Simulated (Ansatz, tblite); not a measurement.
NaI: GFN1-xTB, run from Python

These are simulated results from tblite 0.8.0, not measurements. The cell was built from a prototype and was relaxed with r2SCAN in plane waves (Ansatz 0.2.0). Not every such cell is a known phase. All runs are without spin polarisation.

The symmetry is Pm-3m (No. 221, cubic); conventional cell a = 4.041 Å, 32.98 Å³ an atom. Na has 8 I at 3.50 Å; I has 8 Na at 3.50 Å.

tblite solves periodic systems at the zone centre alone, so the script builds a cluster of 3×3×3 conventional cells (54 atoms), which folds in a coarse mesh of k points.

Input script:

```python
import json
from ase import Atoms
from ase.build import make_supercell
from ase.units import Bohr, GPa, Hartree
from tblite.interface import Calculator

atoms = Atoms(['Na', 'I'],
              cell=[[4.040537, 0.0, -0.0], [0.0, 4.040537, 0.0], [-0.0, 0.0, 4.040537]],
              scaled_positions=[[0.0, -0.0, 0.0], [0.5, 0.5, 0.5]],
              pbc=True)
cluster = make_supercell(atoms, [[3, 0, 0], [0, 3, 0], [0, 0, 3]])
calc = Calculator('GFN1-xTB', cluster.numbers, cluster.positions / Bohr, lattice=cluster.cell[:] / Bohr, periodic=cluster.pbc)
calc.set('temperature', 0.02 / Hartree)
calc.set('max-iter', 150)
res = calc.singlepoint()
levels = res.get('orbital-energies') * Hartree
nv = round(res.get('orbital-occupations').sum() / 2)
cells = len(cluster) // len(atoms)
out = {'energy_per_cell': res.get('energy') * Hartree / cells, 'homo': levels[nv - 1], 'lumo': levels[nv],
       'stress': (-res.get('virial') * Hartree / cluster.get_volume() / GPa).tolist(), 'charges': res.get('charges')[:len(atoms)].tolist(), 'electrons': 2 * nv / cells}
json.dump(out, open('results.json', 'w'))
for key, value in out.items():
    print(key, value)
```

Command: `python run.py`. It took 2.7 s on 1 thread of Arm Neoverse V1, with other jobs on the host, peak memory 0.11 GiB.

The log:

```
------------------------------------------------------------
  cycle        total energy    energy error   density error
------------------------------------------------------------
      1     -116.1984659056  -1.1588520E+02   4.5825051E-01
      2     -117.1395512685  -9.4108536E-01   2.8035064E-01
      3     -117.3340990074  -1.9454774E-01   1.6270541E-01
      4     -117.6843190009  -3.5021999E-01   1.4457009E-02
      5     -117.6925197447  -8.2007438E-03   1.0477953E-03
      6     -117.6925621825  -4.2437836E-05   3.9026353E-05
      7     -117.6925621918  -9.2390593E-09   3.5731456E-05
      8     -117.6925622396  -4.7780986E-08   6.5714893E-07
------------------------------------------------------------

 total:                                   2.048 sec
energy_per_cell -118.61399049249967
homo -7.0012874590622145
lumo -5.980208203442473
stress [[0.28525971344598167, 7.932129845096607e-06, 7.932129904050805e-06], [7.932129845095973e-06, 0.2852597134459982, 7.932129893072131e-06], [7.93212990403522e-06, 7.932129893066937e-06, 0.2852597134456306]]
charges [0.31033648755843163, -0.31040485731652295]
electrons 8.0
```

The cycle table is in hartree for the whole cluster, and the lines after it are in eV (the energy for one cell). The printed stress is in GPa and positive in compression, and the pressure is its mean diagonal.

GFN1-xTB gives a gap of 1.02 eV. On the same cell, plane-wave PBE (Ansatz, 6×6×6 k points and the special points) gives a gap of 2.30 eV and r2SCAN a gap of 3.06 eV; on shared hosts these took about 2.3 and 4.7 core-seconds on the 2-atom cell, against 2.7 for the script. Spin-orbit coupling, left out in all these runs, can cut or reorder the gap by tenths of an eV, up to about 1 eV with Pb or Bi. xTB was fitted to molecules, so gaps, charges and pressures of solids can be far off, and the gap also depends on the size of the cluster.

The same script was run on cells scaled at fixed shape and fractional coordinates:

```tsv
volume (Å³/atom)	energy (meV/atom)	pressure (GPa, positive in compression)	gap (eV)
29.02	60.9	5.23	1.30
31.00	15.3	2.32	1.15
32.98	0.0	0.29	1.02
34.96	5.8	-1.12	0.91
36.94	25.9	-2.07	0.81
```

A Birch-Murnaghan fit puts the minimum at 33.33 Å³/atom, 1.0 % above the given cell, with a bulk modulus of 26.5 GPa at fixed shape.

xTB was fitted mostly to molecules, and a small cluster samples few k points, so gaps, pressures and kinks along a curve can be far from a solid's.

Spin-orbit coupling is left out, which matters wherever the heavy atoms make up the band edges.
